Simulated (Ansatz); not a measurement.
Reactions of C3H6O (`C=COC`).

Program: Ansatz. Geometries: PBE0-D4/def2-TZVP. ΔE: electronic, gas phase. CBS: MP2 limit from def2 TZ/QZ plus the TZ coupled-cluster correction, frozen cores. This one scheme is used for every species, atoms too. Open shells (•) are unrestricted, without spin–orbit coupling. Spin–orbit coupling would lower the free atoms: a little for C, O. One conformer a species, not always the lowest.

(1) Order these by ΔE at CCSD(T)/CBS, lowest first. (Estimate.)
A. `C=COC` → `CC1CO1`
B. `C=COC` + `F[C](F)F`• → `[CH2]OC=C`• + `FC(F)F`
C. `C=COC` → 3 C• + 6 H• + O•
D. `C=COC` → `C=CCO`
E. `C=COC` + `[OH]`• → `[CH2]OC=C`• + H₂O

Largest T1 diagnostic: 0.018, for `[CH2]OC=C`•.

Results:

(1) E (-80.3 kJ/mol), B (-29.7 kJ/mol), D (-21.4 kJ/mol), A (+13.5 kJ/mol), C (+3984.8 kJ/mol).
